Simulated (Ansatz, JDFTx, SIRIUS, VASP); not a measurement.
# W: 4 runs at one level of theory

```
W
1.0
    -1.58234    1.58234    1.58234
     1.58234   -1.58234    1.58234
     1.58234    1.58234   -1.58234
W
1
Cartesian
  0.0000 0.0000 0.0000
```

Alike in all runs: task single point; functional LDA; k mesh 12 × 12 × 12; occupations fermi-dirac, width 0.05 eV; no spin polarisation; no spin-orbit coupling. LDA stands for any of its common fits. Pressure is positive in compression and, in plane waves, holds the error of the finite cutoff, which Ansatz's Pulay term estimates and takes out.

```json
{"program and potentials": "Ansatz, Ansatz PAW", "plane-wave cutoff (eV)": "420", "notes": "potentials made for PBE, which Ansatz adapts in part; Pulay term of +0.04 GPa included", "band gap (eV)": "no gap", "pressure (GPa)": "-8.94"}
{"program and potentials": "JDFTx, PseudoDojo-SR-LDA-0.4.1-standard with smoothed tails", "plane-wave cutoff (eV)": "952", "notes": "-", "band gap (eV)": "no gap", "pressure (GPa)": "-9.81"}
{"program and potentials": "VASP, LDA PAW files W_sv, 520 eV", "plane-wave cutoff (eV)": "520", "notes": "-", "band gap (eV)": "no gap", "pressure (GPa)": "-7.25"}
{"program and potentials": "SIRIUS, PseudoDojo 0.4.1 PBE standard (scalar relativistic)", "plane-wave cutoff (eV)": "1030", "notes": "potentials made for PBE", "band gap (eV)": "no gap", "pressure (GPa)": "-7.52"}
```

None finds a gap. The pressure spans -9.81 (JDFTx, PseudoDojo-SR-LDA-0.4.1-standard with smoothed tails) to -7.25 GPa (VASP, LDA PAW files W_sv, 520 eV).

The functional is the same throughout but for its coding, so the spread measures potentials, basis and numerics; runs on potential files found faulty are left out.
